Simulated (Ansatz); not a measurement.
AgInTe2, ordered on the zincblende lattice (I-42d) with 8 atoms a cell, relaxed with r2SCAN. Around Ag lie 4 Te at 2.80 Å; around Te lie 2 Ag at 2.80 Å and 2 In at 2.82 Å; around In lie 4 Te at 2.82 Å.

Space group I-42d (No. 122). a = 6.514 Å, b = 6.514 Å, c = 12.851 Å, α = 90.00°, β = 90.00°, γ = 90.00°
```csv
atom,site,symmetry,x,y,z
Ag,4a,-4..,0.0000,0.0000,0.0000
Te,8d,.2.,0.2469,0.2500,0.1250
In,4b,-4..,0.5000,0.5000,0.0000
```

4 runs of the plane-wave code Ansatz on this cell differ in the functional (and in the settings that go with it). Levels are in eV from each run's valence top; v1 is the last filled band, c1 the first empty one.

Run A, mean stress 0.0 GPa (compression positive):
```
point     v4     v3     v2     v1    c1    c2
    Γ  -1.91  -0.09  -0.09   0.00  0.55  2.21
    X  -0.90  -0.90  -0.52  -0.52  1.29  1.29
    P  -0.87  -0.87  -0.75  -0.75  1.60  1.60
```

Run B, mean stress -2.7 GPa (compression positive):
```
point     v4     v3     v2     v1    c1    c2
    Γ  -1.83  -0.03  -0.03   0.00  0.06  1.92
    X  -0.84  -0.84  -0.47  -0.47  0.90  0.90
    P  -0.82  -0.82  -0.71  -0.71  1.27  1.27
```

Run C, mean stress -0.1 GPa (compression positive):
```
point     v4     v3     v2     v1    c1    c2
    Γ  -2.07  -0.08  -0.08   0.00  1.53  3.38
    X  -0.97  -0.97  -0.60  -0.60  2.36  2.36
    P  -0.95  -0.95  -0.83  -0.83  2.68  2.68
```

Run D, mean stress +1.2 GPa (compression positive):
```
point     v4     v3     v2     v1    c1    c2
    Γ  -1.87  -0.09  -0.09   0.00  0.15  1.96
    X  -0.89  -0.89  -0.52  -0.52  0.98  0.98
    P  -0.86  -0.86  -0.75  -0.75  1.32  1.32
```

Q: Match the runs to LDA, PBE, r2SCAN, PBE0.

A: A is r2SCAN, B is LDA, C is PBE0, D is PBE. In order of the gap: LDA 0.06, PBE 0.15, r2SCAN 0.55, PBE0 1.53 eV.

No spin polarisation and no zero-point or thermal motion; the cell was built from a prototype and may be hypothetical.

No spin-orbit coupling is included; it can move band edges with weight on the heavy atoms by tenths of an eV.

The stress of a hybrid is loosely converged in these runs.

Gaps or overlaps of about a tenth of an eV are at the limit of these meshes: between the points read a gap can be smaller or closed.
